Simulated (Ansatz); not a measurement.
## Symmetry broken, then relaxed in MgO

Level of theory: Ansatz 0.2.0, DFT r2SCAN, scalar-relativistic, plane waves, PAW. Cutoff 500 eV, Γ-centred 6×6×4 k-points, Gaussian smearing of 0.05 eV. No spin polarisation. Energies are free energies at this smearing, counted from the undisturbed cell; pressure is positive in compression.

The undisturbed cell (relaxed at this level; this wurtzite form isn't the usual structure):

```xyz
4
Lattice="3.2888 0.0000 0.0000 -1.6444 2.8482 0.0000 0.0000 0.0000 5.0323" Properties=species:S:1:pos:R:3 pbc="T T T"
Mg    0.0000    1.8988    0.0244
Mg    1.6444    0.9494    2.5406
O     0.0000    1.8988    2.0116
O     1.6444    0.9494    4.5278
```

The atoms are displaced (Å, in the unstrained cell):

| atom | ux | uy | uz |
| --- | --- | --- | --- |
| Mg1 | 0.018 | 0.005 | 0.047 |
| Mg2 | 0.018 | 0.005 | 0.047 |
| O3 | -0.018 | -0.005 | -0.047 |
| O4 | -0.018 | -0.005 | -0.047 |

Cell and atoms are then relaxed.

Question: Does the relaxation return to the undisturbed structure?

Answer: Yes (up to a choice of domain or origin): same space group and volume, and an energy 0.0 meV/atom from it. The disturbance itself cost 21.7 meV/atom. The final space group reads P6_3mc (tolerance 0.05 Å) and the volume changes by 0.03 %.

Final structure:

```
CELL_PARAMETERS angstrom
3.28907 0.00000 0.00004
-1.64453 2.84842 -0.00001
0.00007 0.00002 5.03287
ATOMIC_POSITIONS crystal
Mg 0.33333 0.66667 0.00483
Mg 0.66667 0.33333 0.50483
O 0.33334 0.66667 0.39977
O 0.66667 0.33333 0.89976
```

The relaxation, step by step (energy from the first step; small jumps at an unchanged geometry come where the plane waves are selected anew for the new cell):

```
step  ΔE (meV/atom) largest force component (eV/Å) pressure (GPa)
   1            0.0                           0.885            1.32
   2           -9.9                           0.623            0.77
   3          -20.1                           0.121            0.67
   4          -21.6                           0.002            0.05
   5          -21.7                           0.002           -0.02
   6          -21.7                           0.002           -0.02
```

Cost: 3 runs of about 1.3 core-minutes in all, on AMD EPYC 7R43 (Zen 3) (shared hosts).